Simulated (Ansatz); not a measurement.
**Polar PbS (111) films against thickness**

At which thickness, if any, does a PbS (111) film lose its gap?

Calculated with Ansatz 0.2.0; plane-wave DFT, PBE, Ansatz PAW, in the first sound run; inputs show where later runs differ.

## 1. Starting point

The cell holds 2 atoms: 1 Pb and 1 S. Its edges and angles: a = 4.200 Å, b = 4.200 Å, c = 19.715 Å, α = 90.0°, β = 90.0°, γ = 120.0°. It derives from PbS (rocksalt PbS). Vacuum lies along c.

Structure file:

```cif
data_structure
_symmetry_space_group_name_H-M 'P 1'
_symmetry_Int_Tables_number 1
_cell_length_a 4.2002
_cell_length_b 4.2002
_cell_length_c 19.7147
_cell_angle_alpha 90.000
_cell_angle_beta 90.000
_cell_angle_gamma 120.000
_cell_volume 301.21
loop_
_atom_site_label
_atom_site_type_symbol
_atom_site_fract_x
_atom_site_fract_y
_atom_site_fract_z
_atom_site_occupancy
Pb1 Pb 0.66667 0.33333 0.45651 1
S2 S 0.00000 0.00000 0.54349 1
```

## 2. Relaxing the film, 2 atoms, units 1

The structure is relaxed first, because levels and dipoles at a surface follow the positions of the outer atoms.

File input.yaml:

```yaml
crystal:
  lattice:
    - [4.20021428, 0.0, 0.0]
    - [-2.10010714, 3.63749227, 0.0]
    - [0.0, 0.0, 19.7147302995]
  atoms:
    - { symbol: Pb, position: [0.66666667, 0.33333333, 0.4565114441] }
    - { symbol: S, position: [0.0, 0.0, 0.5434885559] }
kpoints:
  mp_grid: { grid: [12, 12, 1] }
hamiltonian:
  xc: pbe
scf:
  occupations: { method: fermi_dirac, width: 0.03 }
  convergence: { dr2_threshold: 1.0e-09 }
efield:
  axis: 3
  dipole_correction: true
  ramp_position: 0.97
  ramp_width: 0.06
relax:
  f_tol: 0.01
  max_steps: 100
output:
  write_potential: true
  write_density: true
  volumetric_format: npy
```

The run is started by

```sh
> ansatz run input.yaml --threads 8 --pin off --max-ram 12288MiB --backend cpu --events-out ev --progress --plain --runs-dir out
```

Numbers of over 12 decimals in the logs are rounded to 6 here.

Output:

```text
Engine: ansatz 0.2.0, aarch64-unknown-linux-gnu
Pseudopotentials: kind: paw
Pseudopotential: Pb, paw, valence charge 14, recommended cutoff 420 eV (normal), Pb.paw.azcp
Pseudopotential: S, paw, valence charge 6, recommended cutoff 420 eV (normal), S.paw.azcp
Functional definition: PBE
  parameter kappa = 0.804
  parameter beta = 0.066725
  exchange = pbe_x(kappa = kappa, mu = beta*pi^2/3)
  correlation = pbe_c(beta = beta)
Crystal: 2 atoms, lattice volume = 301.207 Å³
Basis set: ecut = 420 eV, 5795 PW (Γ), exchange–correlation on 60×60×270 points (8 copies of the dense FFT grid, shifted against one another)
Bands: 14, of which v1, the nominal top of the filled ones, is band 10 counted from 1 (9 counted from 0)
Symmetry: 6 space group operations
Space group: P3m1 (ITA 156), of the structure as read, at distance tolerance 6.7e-5 Å
k-points: 19 of 144 (time reversal used)
Non-local potential: Pb, projectors of the file, l = 0: 2, l = 1: 2, l = 2: 2, l = 3: 2
Non-local potential: S, projectors of the file, l = 0: 2, l = 1: 2, l = 2: 2
PAW form: soft (Blöchl's): semilocal exchange-correlation on the pseudo side does not see the compensation charge
PAW one-centre angular grid: Pb, 590 points (default); XC on 64 Gauss nodes
PAW one-centre angular grid: S, 110 points (default); XC on 64 Gauss nodes
Initial density: superposition of atomic densities (neutral atoms: chi_scale 0, normalization atom), corrected by the library's trained network
Initial wavefunctions: pseudopotential atomic-orbital guess
Functional: x = pbe(κ = 0.804, μ = 0.219515), c = pbe(β = 0.066725)
SCF iter   1: F=—  HF=-12808.532827 eV  |F-HF|=—  |Δ(HF+E_count)|=         —  Δρ=1.72e-3  dr2=5.66e-2  ethr=1.77e-3  p=-0.262 e·Å  D=-1.58e-1 V/Å  ΔV_dip=3.11 eV  dr2_dipole=9.60e-3  V_vac-E_F(+/−)=6.14/3.03 eV  ⟨swp⟩=8.8  Hψ=2080  notcnv=0
efield: sawtooth ramp at fractional position 0.9700 (set: `efield.ramp_position`, or a place that a band, a saddle search or an elastic batch's reference lends), width 0.0600; the density the first Hamiltonian is built on has a dipole p = -0.262 e·Å; the dipole correction subtracts the counter field D = -1.58e-1 V/Å, which shifts the + side's vacuum level by +3.11 eV against the − side's; the planar-averaged density in the ramp window peaks in size at 2.9e-6 e/Å³
preconditioner: auto → none  [insulator: Δε(μ)=1.605 eV  Ē_g=13.775 eV  σ=0.030 eV  W_gap=1.00  n_scr=16 (ndim 8)  ℏωp=9.6 eV  f_vac=0.711  D(μ)=0.00/eV (n_scr^D=0)  ε∞_Penn≈1.5]
SCF iter   2: F=—  HF=-12808.617834 eV  |F-HF|=—  |Δ(HF+E_count)|=   8.50e-2  Δρ=5.81e-3  dr2=7.05e-1  ethr=2.83e-4  p=-0.173 e·Å  D=-1.04e-1 V/Å  ΔV_dip=2.05 eV  dr2_dipole=1.39e-1  V_vac-E_F(+/−)=5.75/3.70 eV  ⟨swp⟩=3.7  Hψ=748  notcnv=0  recentre
SCF iter   3: F=—  HF=-12808.527574 eV  |F-HF|=—  |Δ(HF+E_count)|=   9.03e-2  Δρ=5.26e-4  dr2=9.27e-4  ethr=2.83e-4  p=-0.247 e·Å  D=-1.49e-1 V/Å  ΔV_dip=2.93 eV  dr2_dipole=2.58e-6  V_vac-E_F(+/−)=6.09/3.16 eV  ⟨swp⟩=4.4  Hψ=611  notcnv=0
SCF iter   4: F=—  HF=-12808.528710 eV  |F-HF|=—  |Δ(HF+E_count)|=   1.14e-3  Δρ=4.73e-4  dr2=2.88e-3  ethr=4.63e-6  p=-0.255 e·Å  D=-1.53e-1 V/Å  ΔV_dip=3.02 eV  dr2_dipole=4.34e-4  V_vac-E_F(+/−)=6.15/3.13 eV  ⟨swp⟩=2.2  Hψ=687  notcnv=0
SCF iter   5: F=—  HF=-12808.528359 eV  |F-HF|=—  |Δ(HF+E_count)|=   3.51e-4  Δρ=1.67e-4  dr2=4.31e-4  ethr=4.63e-6  p=-0.253 e·Å  D=-1.52e-1 V/Å  ΔV_dip=3.00 eV  dr2_dipole=7.64e-5  V_vac-E_F(+/−)=6.15/3.15 eV  ⟨swp⟩=2.7  Hψ=455  notcnv=0
SCF iter   6: F=—  HF=-12808.528312 eV  |F-HF|=—  |Δ(HF+E_count)|=   4.64e-5  Δρ=3.29e-5  dr2=5.86e-6  ethr=2.16e-6  p=-0.251 e·Å  D=-1.51e-1 V/Å  ΔV_dip=2.97 eV  dr2_dipole=6.56e-8  V_vac-E_F(+/−)=6.14/3.16 eV  ⟨swp⟩=2.0  Hψ=296  notcnv=0
SCF iter   7: F=—  HF=-12808.528257 eV  |F-HF|=—  |Δ(HF+E_count)|=   5.54e-5  Δρ=5.87e-6  dr2=1.02e-7  ethr=2.93e-8  p=-0.251 e·Å  D=-1.51e-1 V/Å  ΔV_dip=2.98 eV  dr2_dipole=1.07e-8  V_vac-E_F(+/−)=6.14/3.16 eV  ⟨swp⟩=2.0  Hψ=456  notcnv=0
SCF iter   8: F=—  HF=-12808.528187 eV  |F-HF|=—  |Δ(HF+E_count)|=   7.03e-5  Δρ=1.89e-6  dr2=3.49e-8  ethr=5.11e-10  p=-0.251 e·Å  D=-1.51e-1 V/Å  ΔV_dip=2.98 eV  dr2_dipole=4.38e-9  V_vac-E_F(+/−)=6.14/3.16 eV  ⟨swp⟩=2.0  Hψ=456  notcnv=0
SCF iter   9: F=—  HF=-12808.528187 eV  |F-HF|=—  |Δ(HF+E_count)|=  2.55e-10  Δρ=5.11e-7  dr2=1.43e-9  ethr=1.74e-10  p=-0.251 e·Å  D=-1.51e-1 V/Å  ΔV_dip=2.98 eV  dr2_dipole=1.59e-10  V_vac-E_F(+/−)=6.14/3.16 eV  ⟨swp⟩=2.4  Hψ=460  notcnv=0
SCF iter  10: F=-12808.528187 eV  HF=-12808.528187 eV  |F-HF|=9.28e-11  |Δ(HF+E_count)|=  8.06e-10  Δρ=2.02e-7  dr2=2.73e-10  ethr=5.00e-12  p=-0.251 e·Å  D=-1.51e-1 V/Å  ΔV_dip=2.98 eV  dr2_dipole=3.19e-11  V_vac-E_F(+/−)=6.14/3.16 eV  ⟨swp⟩=7.3  Hψ=1400  notcnv=0
SCF 1 converged in 10 iterations: F = -12808.528187 eV  dr2 = 2.73e-10
  greatest PAW one-centre occupation: 0.980 electrons in one spin orbital (limit 2), on the Pb atom at site 0 (counted from 0), in its partial waves of l = 2
relax step   1: F+E_penalty+E_count = -12808.52818683 eV  Δ(F+E_penalty+E_count) = +0.000e0 eV  max|allowed force component| = 2.174e0 eV/Å  Δτ_max = 0.0000 Å  (10 SCF iters, accepted)
Initial density: handed on by an earlier stage of this run
Initial wavefunctions: those handed on with the density
iter 1 solved again at ethr=9.04e-4 eV; its pass at ethr=3.10e-3 eV (dr2=1.81e-1 eV) is discarded
SCF iter   1: F=—  HF=-12809.054706 eV  |F-HF|=—  |Δ(HF+E_count)|=         —  Δρ=4.34e-3  dr2=1.80e-1  ethr=9.04e-4  p=-0.251 e·Å  D=-1.51e-1 V/Å  ΔV_dip=2.98 eV  dr2_dipole=2.13e-2  V_vac-E_F(+/−)=6.23/3.26 eV  ⟨swp⟩=1.0  Hψ=2101  notcnv=0
efield: sawtooth ramp at fractional position 0.9700 (set: `efield.ramp_position`, or a place that a band, a saddle search or an elastic batch's reference lends), width 0.0600; the density the first Hamiltonian is built on has a dipole p = -0.251 e·Å; the dipole correction subtracts the counter field D = -1.51e-1 V/Å, which shifts the + side's vacuum level by +2.98 eV against the − side's; the planar-averaged density in the ramp window peaks in size at 2.6e-7 e/Å³
preconditioner: auto → none  [insulator: Δε(μ)=1.400 eV  Ē_g=14.335 eV  σ=0.030 eV  W_gap=1.00  n_scr=16 (ndim 8)  ℏωp=9.6 eV  f_vac=0.728  D(μ)=0.00/eV (n_scr^D=0)  ε∞_Penn≈1.4]
SCF iter   2: F=—  HF=-12809.091404 eV  |F-HF|=—  |Δ(HF+E_count)|=   3.67e-2  Δρ=5.52e-3  dr2=4.97e-1  ethr=8.98e-4  p=-0.118 e·Å  D=-7.11e-2 V/Å  ΔV_dip=1.40 eV  dr2_dipole=8.98e-2  V_vac-E_F(+/−)=5.42/4.02 eV  ⟨swp⟩=4.0  Hψ=626  notcnv=0  recentre
[...]
efield: sawtooth ramp at fractional position 0.9700 (set: `efield.ramp_position`, or a place that a band, a saddle search or an elastic batch's reference lends), width 0.0600; the density the first Hamiltonian is built on has a dipole p = -0.210 e·Å; the dipole correction subtracts the counter field D = -1.26e-1 V/Å, which shifts the + side's vacuum level by +2.48 eV against the − side's; the planar-averaged density in the ramp window peaks in size at 2.2e-7 e/Å³
preconditioner: auto → none  [insulator: Δε(μ)=1.370 eV  Ē_g=14.355 eV  σ=0.030 eV  W_gap=1.00  n_scr=16 (ndim 8)  ℏωp=9.6 eV  f_vac=0.729  D(μ)=0.00/eV (n_scr^D=0)  ε∞_Penn≈1.4]
SCF iter   2: F=—  HF=-12809.010600 eV  |F-HF|=—  |Δ(HF+E_count)|=   2.79e-4  Δρ=5.49e-4  dr2=4.55e-3  ethr=9.35e-6  p=-0.196 e·Å  D=-1.18e-1 V/Å  ΔV_dip=2.32 eV  dr2_dipole=8.22e-4  V_vac-E_F(+/−)=5.83/3.51 eV  ⟨swp⟩=2.3  Hψ=701  notcnv=0
SCF iter   3: F=—  HF=-12809.009992 eV  |F-HF|=—  |Δ(HF+E_count)|=   6.08e-4  Δρ=2.51e-4  dr2=8.88e-4  ethr=9.35e-6  p=-0.207 e·Å  D=-1.25e-1 V/Å  ΔV_dip=2.45 eV  dr2_dipole=1.36e-4  V_vac-E_F(+/−)=5.89/3.44 eV  ⟨swp⟩=3.0  Hψ=528  notcnv=0
SCF iter   4: F=—  HF=-12809.009856 eV  |F-HF|=—  |Δ(HF+E_count)|=   1.36e-4  Δρ=8.60e-5  dr2=4.61e-5  ethr=4.44e-6  p=-0.205 e·Å  D=-1.23e-1 V/Å  ΔV_dip=2.43 eV  dr2_dipole=5.88e-6  V_vac-E_F(+/−)=5.88/3.45 eV  ⟨swp⟩=1.0  Hψ=266  notcnv=0
SCF iter   5: F=—  HF=-12809.009856 eV  |F-HF|=—  |Δ(HF+E_count)|=   2.33e-7  Δρ=2.12e-5  dr2=1.13e-6  ethr=2.30e-7  p=-0.205 e·Å  D=-1.23e-1 V/Å  ΔV_dip=2.42 eV  dr2_dipole=4.83e-8  V_vac-E_F(+/−)=5.88/3.46 eV  ⟨swp⟩=2.2  Hψ=309  notcnv=0
SCF iter   6: F=—  HF=-12809.009786 eV  |F-HF|=—  |Δ(HF+E_count)|=   7.07e-5  Δρ=4.31e-6  dr2=3.48e-8  ethr=5.63e-9  p=-0.205 e·Å  D=-1.23e-1 V/Å  ΔV_dip=2.42 eV  dr2_dipole=6.77e-10  V_vac-E_F(+/−)=5.88/3.46 eV  ⟨swp⟩=2.4  Hψ=398  notcnv=0
SCF iter   7: F=—  HF=-12809.009786 eV  |F-HF|=—  |Δ(HF+E_count)|=   2.75e-8  Δρ=7.93e-7  dr2=1.37e-9  ethr=1.74e-10  p=-0.204 e·Å  D=-1.23e-1 V/Å  ΔV_dip=2.42 eV  dr2_dipole=9.58e-12  V_vac-E_F(+/−)=5.88/3.46 eV  ⟨swp⟩=2.4  Hψ=452  notcnv=0
SCF iter   8: F=-12809.009786 eV  HF=-12809.009786 eV  |F-HF|=3.82e-11  |Δ(HF+E_count)|=  5.07e-10  Δρ=2.15e-7  dr2=8.96e-11  ethr=5.00e-12  p=-0.204 e·Å  D=-1.23e-1 V/Å  ΔV_dip=2.42 eV  dr2_dipole=4.59e-13  V_vac-E_F(+/−)=5.88/3.46 eV  ⟨swp⟩=8.0  Hψ=1539  notcnv=0
SCF 3 converged in 8 iterations: F = -12809.009786 eV  dr2 = 8.96e-11
relax step   3: F+E_penalty+E_count = -12809.00978582 eV  Δ(F+E_penalty+E_count) = -3.189e-3 eV  max|allowed force component| = 4.551e-2 eV/Å  Δτ_max = 0.0220 Å  (8 SCF iters, accepted)
SCF iter   1: F=—  HF=-12809.010059 eV  |F-HF|=—  |Δ(HF+E_count)|=         —  Δρ=9.31e-5  dr2=6.87e-5  ethr=3.57e-6  p=-0.204 e·Å  D=-1.23e-1 V/Å  ΔV_dip=2.42 eV  dr2_dipole=8.08e-6  V_vac-E_F(+/−)=5.88/3.46 eV  ⟨swp⟩=3.0  Hψ=769  notcnv=0
efield: sawtooth ramp at fractional position 0.9700 (set: `efield.ramp_position`, or a place that a band, a saddle search or an elastic batch's reference lends), width 0.0600; the density the first Hamiltonian is built on has a dipole p = -0.204 e·Å; the dipole correction subtracts the counter field D = -1.23e-1 V/Å, which shifts the + side's vacuum level by +2.42 eV against the − side's; the planar-averaged density in the ramp window peaks in size at 2.3e-7 e/Å³
preconditioner: auto → none  [insulator: Δε(μ)=1.377 eV  Ē_g=14.338 eV  σ=0.030 eV  W_gap=1.00  n_scr=16 (ndim 8)  ℏωp=9.6 eV  f_vac=0.728  D(μ)=0.00/eV (n_scr^D=0)  ε∞_Penn≈1.4]
SCF iter   2: F=—  HF=-12809.010074 eV  |F-HF|=—  |Δ(HF+E_count)|=   1.53e-5  Δρ=1.04e-4  dr2=1.63e-4  ethr=3.43e-7  p=-0.207 e·Å  D=-1.24e-1 V/Å  ΔV_dip=2.45 eV  dr2_dipole=2.94e-5  V_vac-E_F(+/−)=5.90/3.45 eV  ⟨swp⟩=2.0  Hψ=606  notcnv=0
SCF iter   3: F=—  HF=-12809.010052 eV  |F-HF|=—  |Δ(HF+E_count)|=   2.22e-5  Δρ=4.99e-5  dr2=3.61e-5  ethr=3.43e-7  p=-0.205 e·Å  D=-1.23e-1 V/Å  ΔV_dip=2.43 eV  dr2_dipole=5.63e-6  V_vac-E_F(+/−)=5.89/3.46 eV  ⟨swp⟩=2.9  Hψ=454  notcnv=0
SCF iter   4: F=—  HF=-12809.010048 eV  |F-HF|=—  |Δ(HF+E_count)|=   3.87e-6  Δρ=1.74e-5  dr2=2.14e-6  ethr=1.81e-7  p=-0.205 e·Å  D=-1.23e-1 V/Å  ΔV_dip=2.43 eV  dr2_dipole=2.99e-7  V_vac-E_F(+/−)=5.89/3.46 eV  ⟨swp⟩=1.0  Hψ=266  notcnv=0
SCF iter   5: F=—  HF=-12809.009980 eV  |F-HF|=—  |Δ(HF+E_count)|=   6.83e-5  Δρ=4.28e-6  dr2=5.04e-8  ethr=1.07e-8  p=-0.205 e·Å  D=-1.23e-1 V/Å  ΔV_dip=2.43 eV  dr2_dipole=2.84e-9  V_vac-E_F(+/−)=5.89/3.46 eV  ⟨swp⟩=2.1  Hψ=296  notcnv=0
SCF iter   6: F=—  HF=-12809.009980 eV  |F-HF|=—  |Δ(HF+E_count)|=   2.07e-8  Δρ=8.31e-7  dr2=1.35e-9  ethr=2.52e-10  p=-0.205 e·Å  D=-1.23e-1 V/Å  ΔV_dip=2.43 eV  dr2_dipole=1.81e-11  V_vac-E_F(+/−)=5.89/3.46 eV  ⟨swp⟩=2.4  Hψ=394  notcnv=0
SCF iter   7: F=-12809.009980 eV  HF=-12809.009980 eV  |F-HF|=1.46e-11  |Δ(HF+E_count)|=   1.01e-9  Δρ=1.59e-7  dr2=5.81e-11  ethr=5.00e-12  p=-0.205 e·Å  D=-1.23e-1 V/Å  ΔV_dip=2.43 eV  dr2_dipole=2.07e-12  V_vac-E_F(+/−)=5.89/3.46 eV  ⟨swp⟩=7.9  Hψ=1544  notcnv=0
SCF 4 converged in 7 iterations: F = -12809.009980 eV  dr2 = 5.81e-11
relax step   4: F+E_penalty+E_count = -12809.00997967 eV  Δ(F+E_penalty+E_count) = -1.939e-4 eV  max|allowed force component| = 4.005e-4 eV/Å  Δτ_max = 0.0043 Å  (7 SCF iters, accepted)
NSCF: frozen V_eff on 19 k-points
the band table was solved once a step of the walk had ended and its energy, with any forces and stress, was formed, with the checks that follow a solve (2000 applications of the Hamiltonian). They found nothing against the state; the energy, forces and stress were not computed again (output.eigenvalues in the input reference)
SCF converged after 7 iterations
Free energy (F): -12809.009980 eV
Harris-Foulkes:  -12809.009980 eV  (|F-HF|=1.46e-11)
Internal energy: -12809.009980 eV  (E = F + TS)
E sigma→0 (E₀):  -12809.009980 eV
Fermi energy:    -2.430376 eV
Dipole field:    D = -0.123445 V/Å  (p = -0.205484 e·Å, saw-weighted, corrected)
Work function:   Φ+ = 5.8907 eV   Φ− = 3.4570 eV
Levels:          The Fermi level and band energies are counted from a zero that moves with the ramp; work functions are not
--- Per-component energies (eV) ---
  E_band       = -268.878410
  E_kinetic    = 392.409091
  E_local      = -7110.566791  (includes V_loc(G=0)·N_el)
  E_nonlocal   = 378.557101
  E_hartree    = 3313.993734
  E_xc         = -316.266017
  E_vxc        = -217.541235  (∫ρ·V_xc dr)
  E_paw        = -11005.549453  (= ΣΔE_a)
  E_vpaw       = -339.113015  (= ΣTr[D̂ρ^β])
  E_aug_tail   = 0.000052  (compensation charges beyond the density's cutoff)
  E_efield     = 0.012683  (sawtooth field / dipole correction)
  E_vefield    = -0.611294  (∫n·V_field dr)
  E_ewald      = 1538.399621
  E_smearing   = -0.000000  (= −TS)
  E_closure    = 0.000000  (closes the sum)
  Σ components = -12809.009980   (vs F -12809.009980, Δ=0.00e0)
--- Forces (eV/Å), atoms counted from 1 ---
  atom   1  Pb    -0.00000000     0.00000000     0.00040243
  atom   2  S      0.00000000    -0.00000000    -0.00039863
  max |Σ_I F_I| component: 3.80e-6 eV/Å
--- Band table (eV; the first three rows and the last of 19) ---
  k-point 0: bands = [... 6 lower, -9.4511, -4.0570, -4.0570, -3.3073, -1.7842, 0.9593, 1.1250, 1.1250]
  k-point 1: bands = [... 6 lower, -9.4859, -4.3528, -4.1221, -3.2116, -1.5622, 0.8288, 1.0632, 1.1969]
  k-point 2: bands = [... 6 lower, -9.6024, -4.8317, -4.2900, -3.1664, -1.1564, 0.4419, 1.3051, 1.3678]
  k-point 18: bands = [... 6 lower, -10.5788, -5.9817, -4.6422, -3.9628, -0.1928, 0.8439, 1.1054, 4.1076]
--- Relaxed structure (4 steps of the walk, 4 accepted, 0 SCFs on fresh bases) ---
  F+E_penalty+E_count = -12809.00997967 eV   max|allowed force component| = 4.005e-4 eV/Å
  atoms:
    - { symbol: Pb, position: [0.666667, 0.333333, 0.467300] }
    - { symbol: S, position: [-1.8621630402559514e-17, -1.8503717008154222e-17, 0.532700] }
```

Wall time 3.5 s (8 threads of Arm Neoverse V2, shared host); peak memory 0.63 GiB; 24 s of CPU time.

Step by step:

```tsv
step	energy less that of the first step (eV)	largest force component (eV/Å)
1	0.0000	2.1737
2	-0.4784	0.1913
3	-0.4816	0.0455
4	-0.4818	0.0004
```

The run keeps the 6 symmetry operations that it works with, so distortions that break them were not tested.

The atoms that moved most (Å):

```tsv
atom	dx	dy	dz	length
Pb1	0.000	0.000	0.213	0.213
S2	0.000	0.000	-0.213	0.213
```

Final coordinates:

```
Pb S
1.0
     4.20021    0.00000    0.00000
    -2.10011    3.63749    0.00000
     0.00000    0.00000   19.71473
Pb S
1 1
Cartesian
  2.1001 1.2125 9.2127
  0.0000 0.0000 10.5020
```

Numbers from this step:

```yaml
gap_on_the_k_mesh: 1.376 eV
dipole_along_the_normal: -0.2055 e·Å
step_between_the_vacuum_levels: 2.434 eV
ionisation_energy_upper_face: 6.621 eV
electron_affinity_upper_face: 5.245 eV
ionisation_energy_lower_face: 4.187 eV
```

Running mean over 3.429 Å of the planar mean; the ramp of the sawtooth is left out. The electron's electrostatic potential energy less the Fermi level by z:

```tsv
z (Å)	electron's electrostatic potential energy less the Fermi level (eV)
3.0	3.46
3.5	3.46
4.0	3.46
4.5	3.45
5.0	3.45
5.5	3.43
6.0	3.36
6.5	3.12
7.0	2.26
7.5	0.797
8.0	-0.745
8.5	-2.13
9.0	-3.15
9.5	-3.63
10.0	-3.25
10.5	-1.97
11.0	-0.136
11.5	1.75
12.0	3.45
12.5	4.80
13.0	5.62
13.5	5.83
14.0	5.88
14.5	5.89
15.0	5.89
15.5	5.89
16.0	5.89
16.5	5.89
```

The relaxation took 4 steps and lowered the energy by 0.48 eV; the largest force on the free atoms ends at 4.0e-4 eV/Å.

The gap is 1.38 eV, with the valence edge 6.62 eV and the conduction edge 5.24 eV under the upper vacuum level.

(Part 1 of 4 ends here.)

[Logs are printed without paths, hosts, clocks, repeated set-up lines and the standing remarks that a program may print on its own settings, such as how far it seeks lower states.]

[Hosts, paths, dates, database ids (printed as entryN), source tags and the programs' standing remarks are cut or masked in the printed files.]

[Maps of the electrostatic potential energy from Ansatz leave out the sawtooth potential of an applied field or a dipole correction, so their vacuum need not be flat; planar profiles and work functions include it.]
